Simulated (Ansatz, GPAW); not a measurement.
Given: the input of a run of GPAW 26.7.0 (ASE script) on CoO. The cell is a database's computed one, not the measured one.

File run.py:

```python
from ase.dft.bandgap import bandgap
from ase.io import read, write
from ase.units import GPa
from gpaw import GPAW, PW

atoms = read('CoO.xyz')
atoms.set_initial_magnetic_moments([2.0, 0.0])

calc = GPAW(mode=PW(800),
            xc='LDA',
            kpts={'size': (11, 11, 11), 'gamma': True},
            occupations={'name': 'methfessel-paxton', 'order': 0, 'width': 0.05},
            nbands=17,
            convergence={'density': 1e-05, 'energy': 1e-05},
            maxiter=150,
            txt='gpaw.txt')
atoms.calc = calc
energy = atoms.get_potential_energy()
forces = atoms.get_forces()
stress = atoms.get_stress()
calc.write('gs.gpw')
write('result.traj', atoms)
print(f'Energy: {energy:.6f} eV')
print('Forces (eV/A):')
print(forces.round(4))
print('Stress (GPa):', (stress / GPa).round(3))
print('Moments:', calc.get_magnetic_moments().round(3))
print('Fermi level:', round(calc.get_fermi_level(), 4), 'eV')
print(f'Gap: {bandgap(calc)[0]:.4f} eV, direct: {bandgap(calc, direct=True)[0]:.4f} eV')
```

The input CoO.xyz:

```xyz
2
Lattice="1.5054695445 0.8691832468 2.4399269062 -1.5054695445 0.8691832468 2.4399269062 0.0000000000 -1.7383664936 2.4399269062" Properties=species:S:1:pos:R:3 pbc="T T T"
Co     0.0000000000      0.0000000000      0.0000000000
O      0.0000000000      0.0000000000      3.6598903593
```

Potentials or basis: the program's PAW data sets (release 1.2.1) made for this functional, pw.

The run is started by

```console
$ OMP_NUM_THREADS=1 python run.py
```

Question: Set up the same calculation for Ansatz 0.2.0. Potentials or basis there: Ansatz PAW, cutoff 420 eV.

Answer: As run (cutoffs and basis follow the program's own potentials, and thresholds, step limits or extra output files can differ):

input.yaml

```yaml
crystal:
  lattice:
    - [1.5054695445, 0.8691832468, 2.4399269062]
    - [-1.5054695445, 0.8691832468, 2.4399269062]
    - [0.0, -1.7383664936, 2.4399269062]
  atoms:
    - { symbol: Co, position: [0.0, 0.0, 0.0], spin: 2.0 }
    - { symbol: O, position: [0.5, 0.5, 0.5] }
hamiltonian:
  xc: lda
  pseudopotentials: { kind: paw }
magnetization:
  spin_polarized: true
kpoints:
  mp_grid: { grid: [11, 11, 11] }
scf:
  occupations: { method: gaussian, width: 0.05 }
output:
  forces: true
  stress: true
  eigenvalues: true
```

Potentials or basis: Ansatz PAW.

Launch:

```bash
$ ansatz run input.yaml --threads 1 --pin off --max-ram 3584MiB --backend cpu --events-out ev --progress --plain --runs-dir out
```

Both were run:

|  | GPAW | Ansatz |
| --- | --- | --- |
| Pressure | -17.4 GPa | -18.1 GPa |
| Net moment | 2.84 μB per cell | 2.85 μB per cell |

Ansatz's pressure holds a Pulay term of +0.99 GPa for its cutoff of 420 eV, which the other run lacks.

The potentials hold 15 and 23 valence electrons a cell.

Ansatz's potentials were made for PBE.

Where Ansatz's input types no cutoff or centring, it takes its own default and a Γ-centred mesh.

The two programs' LDA may be different fits to the electron gas.

The magnetic state is the one that the start led to; the real crystal's order can differ.

The cell lies far from this level's equilibrium.

Pressure is positive in compression.
